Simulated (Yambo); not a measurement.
# CsH (Fm-3m) in Yambo: convergence with bands in self energy

Aim: find how far bands in self energy must go before the results for CsH settle, at LDA. This setting moves, with any that are tied to it; all else stays.

Program: Yambo 5.3.0. These are calculated values, not measurements. Logs are shortened: lines on timing, memory, paths and dates and some standing lists are left out, and cuts for length are marked.

## Step 1: Starting point

Symmetry: Fm-3m, No. 225, cubic system. Conventional cell: a = 6.376 Å, b = 6.376 Å, c = 6.376 Å, α = 90.00°, β = 90.00°, γ = 90.00°. Around Cs (site symmetry m-3m) lie 6 H at 3.19 Å. Around H (site symmetry m-3m) lie 6 Cs at 3.19 Å.

## Step 2: With bands in self energy 25

Input file g0w03.in:

```
gw0
dyson
el_el_corr
rim_cut
HF_and_locXC
ppa
em1d
RandQpts= 1000000
RandGvec= 50 RL
EXXRLvcs= 74 Ry
VXCRLvcs= 74 Ry
Chimod= "HARTREE"
% BndsRnXp
 1 | 155 |
%
NGsBlkXp= 5 Ry
% LongDrXp
 1 | 1 | 1 |
%
PPAPntXp= 27.21138 eV
% GbndRnge
 1 | 25 |
%
GTermKind= "none"
DysSolver= "n"
ExtendOut
% QPkrange
 1 | 1 | 4 | 6 |
 4 | 4 | 4 | 6 |
%
```

Input file scf.in:

```
&CONTROL
  calculation = 'scf'
  prefix = 'pwscf'
  outdir = './tmp'
  pseudo_dir = './pseudo'
/
&SYSTEM
  ibrav = 0
  A = 4.50851284
  nat = 2
  ntyp = 2
  ecutwfc = 74
  nbnd = 10
  occupations = 'smearing'
  smearing = 'fd'
  degauss = 0.00367493
  force_symmorphic = .true.
/
&ELECTRONS
  conv_thr = 4d-10
  electron_maxstep = 120
  mixing_beta = 0.5
/
ATOMIC_SPECIES
Cs   132.9055 Cs.upf
H      1.0080 H.upf
CELL_PARAMETERS alat
   0.0000000000    0.7071067807    0.7071067807
   0.7071067807    0.0000000000    0.7071067807
   0.7071067807    0.7071067807    0.0000000000
ATOMIC_POSITIONS alat
Cs     0.0000000000    0.0000000000    0.0000000000
H      0.7071067807    0.7071067807    0.7071067807
K_POINTS automatic
8 8 8 0 0 0
```

Input file nscf.in:

```
&CONTROL
  calculation = 'nscf'
  prefix = 'pwscf'
  outdir = './tmp'
  pseudo_dir = './pseudo'
/
&SYSTEM
  ibrav = 0
  A = 4.50851284
  nat = 2
  ntyp = 2
  ecutwfc = 74
  nbnd = 155
  occupations = 'fixed'
  force_symmorphic = .true.
/
&ELECTRONS
  conv_thr = 1d-08
  diago_full_acc = .true.
  diago_thr_init = 1d-06
/
ATOMIC_SPECIES
Cs   132.9055 Cs.upf
H      1.0080 H.upf
CELL_PARAMETERS alat
   0.0000000000    0.7071067807    0.7071067807
   0.7071067807    0.0000000000    0.7071067807
   0.7071067807    0.7071067807    0.0000000000
ATOMIC_POSITIONS alat
Cs     0.0000000000    0.0000000000    0.0000000000
H      0.7071067807    0.7071067807    0.7071067807
K_POINTS automatic
6 6 6 0 0 0
```

Potentials or basis: PseudoDojo 0.4.1 SR LDA standard.

Started as:

```sh
$ OMP_NUM_THREADS=1 pw.x -in scf.in > scf.out
$ OMP_NUM_THREADS=1 pw.x -in nscf.in > nscf.out
$ cd tmp/pwscf.save; p2y; mv SAVE ../..; cd ../..
$ OMP_NUM_THREADS=1 yambo
$ mkdir -p g0w03; ln -s $PWD/g0w00/ndb.pp* g0w03/
$ mkdir -p g0w03; ln -s $PWD/g0w00/ndb.RIM g0w03/
$ OMP_NUM_THREADS=1 yambo -F g0w03.in -J g0w03 -C g0w03_out
```

Yambo's report:

```text
[... sections 02.01 to 02.04 as in the set-up run ...]

  [02.05] Energies & Occupations
  ==============================

  [X] === General ===
  [X] Electronic Temperature                        :  0.000000  0.000000 [eV K]
  [X] Bosonic    Temperature                        :  0.000000  0.000000 [eV K]
  [X] Finite Temperature mode                       : no
  [X] El. density                                   :  0.15432E+24 [cm-3]
  [X] Fermi Level                                   :  3.118751 [eV]

  [X] === Gaps and Widths ===
  [X] Conduction Band Min                           :  1.956711 [eV]
  [X] Valence Band Max                              :  0.000000 [eV]
  [X] Filled Bands                                  :   5
  [X] Empty Bands                                   :    6  155
  [X] Direct Gap                                    :  1.956711 [eV]
  [X] Direct Gap localized at k                     :   4
  [X] Indirect Gap                                  :  1.956711 [eV]
  [X] Indirect Gap between kpts                     :   4   4
  [X] Last valence band width                       :  1.861115 [eV]
  [X] 1st conduction band width                     :  3.060331 [eV]

 [03] Transferred momenta grid and indexing
 ==========================================

 IBZ Q-points                                      :  16
 BZ  Q-points                                      :  216

 K/Q-points units:
 rlu = crystal or reduced units; cc = cartesian coordinates; iku = interal k-units

 Q [ 1]         [rlu]:  0.000000  0.000000  0.000000
 Q [ 2]         [rlu]: -0.55480E-17 -0.55480E-17  0.16667
[... 181 lines left out ...]

  [08.02] QP properties and I/O
  =============================

  Legend (energies in eV)
  - B  : Band       - Eo  : bare energy
  - E  : QP energy  - Z   : Renormalization factor
  - So : Sc(Eo)     - S   : Sc(E)
  - dSp: Sc derivative precision

  - lXC: Local XC (Slater exchange(X)+Perdew & Wang(C))
  -nlXC: non-Local XC (Hartree-Fock)

  QP [eV] @ K [1] (iku):  0.000000  0.000000  0.000000
   B=4 Eo= -7.89 E= -9.33 E-Eo= -1.44 Re(Z)=0.81 Im(Z)= 0.295311E-2 nlXC= -17.5718 lXC= -13.0453 So=  2.75562
   B=5 Eo= -1.86 E= -3.00 E-Eo= -1.14 Re(Z)=0.80 Im(Z)=-0.521893E-2 nlXC= -11.8884 lXC= -8.41052 So=  2.04806
   B=6 Eo=  5.02 E=  6.52 E-Eo=  1.50 Re(Z)=0.84 Im(Z)= 0.717473E-2 nlXC= -3.34710 lXC= -8.08591 So= -2.95282

  QP [eV] @ K [4] (iku): -0.250000 -0.250000  0.250000
   B=4 Eo= -7.99 E= -9.43 E-Eo= -1.45 Re(Z)=0.81 Im(Z)=-0.128541E-2 nlXC= -17.4935 lXC= -12.9490 So=  2.75871
   B=5 Eo=  0.00 E= -0.93 E-Eo= -0.93 Re(Z)=0.80 Im(Z)=-0.168709E-2 nlXC= -13.3265 lXC= -10.1429 So=  2.03033
   B=6 Eo=  1.96 E=  3.04 E-Eo=  1.08 Re(Z)=0.85 Im(Z)=-0.127929E-2 nlXC= -2.88333 lXC= -6.80931 So= -2.65603

  [WR./g0w03//ndb.QP]-------------------------------------------------------------
   Lattice constants                                :  6.024447  6.024447  6.024447
   Coulomb cutoff potential                         : none
   Electronic Temperature                           :  0.000000 [K]
   Bosonic    Temperature                           :  0.000000 [K]
   Green`s function   energies                      : Slater exchange(X)+Perdew & Wang(C)
   wavefunctions                                    : Slater exchange(X)+Perdew & Wang(C)
   PPA    diel. fun.  energies                      : Slater exchange(X)+Perdew & Wang(C)
   wavefunctions                                    : Slater exchange(X)+Perdew & Wang(C)
   QP tot states                                    :   6
   GW solver                                        : Newton
   GW approximation                                 : PPA
   PPA imaginary Energy                             :  27.21138 ev
   RIM G`s                                          :   51
   RIM random pts                                   :  1000000
   dS/dw steps                                      :  2
   dS/dw step                                       :  0.100000 ev
   X G`s                                            :   89 used
   X G`s                                            :   89 disk
   X bands                                          :    1  155
   X poles                                          :  100.0000 o/o
   X e/h E range                                    : -1.000000 -1.000000 ev
   X Hxc Kernel                                     : HARTREE
   X BZ energy Double Grid                          : no
   X Optical Averaged directions                    : none
   Sc/G bands                                       :   1  25
   Sc/G damping                                     :  0.100000 ev
   Sc bands terminator                              : no
   Sx RL components                                 :   4813

   QP @ state[ 1 ] K range                          :  1  1
   QP @ state[ 1 ] b range                          :   4   6
   QP @ state[ 2 ] K range                          :   4   4
   QP @ state[ 2 ] b range                          :   4   6
   GF energies kind                                 : Slater exchange(X)+Perdew & Wang(C)
   GF WF`s kind                                     : Slater exchange(X)+Perdew & Wang(C)
   Xs energies kind                                 : Slater exchange(X)+Perdew & Wang(C)
   Xs WF`s kind                                     : Slater exchange(X)+Perdew & Wang(C)
```

What came out:

| Item | Value |
| --- | --- |
| Band gap on the k mesh, mean-field level | 1.96 eV, direct |
| Quasiparticle gap | 3.97 eV |
| Least direct quasiparticle gap | 3.97 eV |
| Quasiparticle gap at Γ | 9.52 eV |
| Band gap of the same states before the correction | 1.96 eV |

## Step 3: With bands in self energy 45

Input file g0w04.in:

```
gw0
dyson
el_el_corr
rim_cut
HF_and_locXC
ppa
em1d
RandQpts= 1000000
RandGvec= 50 RL
EXXRLvcs= 74 Ry
VXCRLvcs= 74 Ry
Chimod= "HARTREE"
% BndsRnXp
 1 | 155 |
%
NGsBlkXp= 5 Ry
% LongDrXp
 1 | 1 | 1 |
%
PPAPntXp= 27.21138 eV
% GbndRnge
 1 | 45 |
%
GTermKind= "none"
DysSolver= "n"
ExtendOut
% QPkrange
 1 | 1 | 4 | 6 |
 4 | 4 | 4 | 6 |
%
```

scf.in is that of step 2.

nscf.in is that of step 2.

Potentials or basis: PseudoDojo 0.4.1 SR LDA standard.

Started as:

```sh
$ OMP_NUM_THREADS=1 pw.x -in scf.in > scf.out
$ OMP_NUM_THREADS=1 pw.x -in nscf.in > nscf.out
$ cd tmp/pwscf.save; p2y; mv SAVE ../..; cd ../..
$ OMP_NUM_THREADS=1 yambo
$ mkdir -p g0w04; ln -s $PWD/g0w00/ndb.pp* g0w04/
$ mkdir -p g0w04; ln -s $PWD/g0w00/ndb.RIM g0w04/
$ OMP_NUM_THREADS=1 yambo -F g0w04.in -J g0w04 -C g0w04_out
```

It converged, with:

```yaml
Band_gap_on_the_k_mesh_mean-field_level: 1.96 eV, direct
Quasiparticle_gap: 4.06 eV
Least_direct_quasiparticle_gap: 4.06 eV
Quasiparticle_gap_at_Γ: 9.47 eV
Band_gap_of_the_same_states_before_the_correction: 1.96 eV
```

## Step 4: With bands in self energy 85

Input file g0w05.in:

```
gw0
dyson
el_el_corr
rim_cut
HF_and_locXC
ppa
em1d
RandQpts= 1000000
RandGvec= 50 RL
EXXRLvcs= 74 Ry
VXCRLvcs= 74 Ry
Chimod= "HARTREE"
% BndsRnXp
 1 | 155 |
%
NGsBlkXp= 5 Ry
% LongDrXp
 1 | 1 | 1 |
%
PPAPntXp= 27.21138 eV
% GbndRnge
 1 | 85 |
%
GTermKind= "none"
DysSolver= "n"
ExtendOut
% QPkrange
 1 | 1 | 4 | 6 |
 4 | 4 | 4 | 6 |
%
```

scf.in is that of step 3.

nscf.in is that of step 3.

Started as:

```sh
$ OMP_NUM_THREADS=1 pw.x -in scf.in > scf.out
$ OMP_NUM_THREADS=1 pw.x -in nscf.in > nscf.out
$ cd tmp/pwscf.save; p2y; mv SAVE ../..; cd ../..
$ OMP_NUM_THREADS=1 yambo
$ mkdir -p g0w05; ln -s $PWD/g0w00/ndb.pp* g0w05/
$ mkdir -p g0w05; ln -s $PWD/g0w00/ndb.RIM g0w05/
$ OMP_NUM_THREADS=1 yambo -F g0w05.in -J g0w05 -C g0w05_out
```

Results (log left out):

```yaml
Band_gap_on_the_k_mesh_mean-field_level: 1.96 eV, direct
Quasiparticle_gap: 4.09 eV
Least_direct_quasiparticle_gap: 4.09 eV
Quasiparticle_gap_at_Γ: 9.41 eV
Band_gap_of_the_same_states_before_the_correction: 1.96 eV
```

## Step 5: With bands in self energy 155

Input file g0w01.in:

```
gw0
dyson
el_el_corr
rim_cut
HF_and_locXC
ppa
em1d
RandQpts= 1000000
RandGvec= 50 RL
EXXRLvcs= 74 Ry
VXCRLvcs= 74 Ry
Chimod= "HARTREE"
% BndsRnXp
 1 | 155 |
%
NGsBlkXp= 5 Ry
% LongDrXp
 1 | 1 | 1 |
%
PPAPntXp= 27.21138 eV
% GbndRnge
 1 | 155 |
%
GTermKind= "none"
DysSolver= "n"
ExtendOut
% QPkrange
 1 | 1 | 4 | 6 |
 4 | 4 | 4 | 6 |
%
```

scf.in is that of step 4.

nscf.in is that of step 4.

Started as:

```sh
$ OMP_NUM_THREADS=1 pw.x -in scf.in > scf.out
$ OMP_NUM_THREADS=1 pw.x -in nscf.in > nscf.out
$ cd tmp/pwscf.save; p2y; mv SAVE ../..; cd ../..
$ OMP_NUM_THREADS=1 yambo
$ mkdir -p g0w01; ln -s $PWD/g0w00/ndb.pp* g0w01/
$ mkdir -p g0w01; ln -s $PWD/g0w00/ndb.RIM g0w01/
$ OMP_NUM_THREADS=1 yambo -F g0w01.in -J g0w01 -C g0w01_out
```

The run converged. Its results:

```yaml
Band_gap_on_the_k_mesh_mean-field_level: 1.96 eV, direct
Quasiparticle_gap: 4.10 eV
Least_direct_quasiparticle_gap: 4.10 eV
Quasiparticle_gap_at_Γ: 9.38 eV
Band_gap_of_the_same_states_before_the_correction: 1.96 eV
```

## Step 6: Result

```csv
bands in self energy,quasiparticle gap at the points computed (eV)
25,3.967
45,4.065
85,4.095
155,4.100
```

Against the tightest run, the quasiparticle gap at the points computed stays within 0.05 eV from 45 on. The tightest run that finished is the yardstick and may itself not be fully converged.

Caveats: this version prints the column dSc/dw multiplied by 27.2; spin-orbit coupling is left out, which moves the levels of the heavy elements.
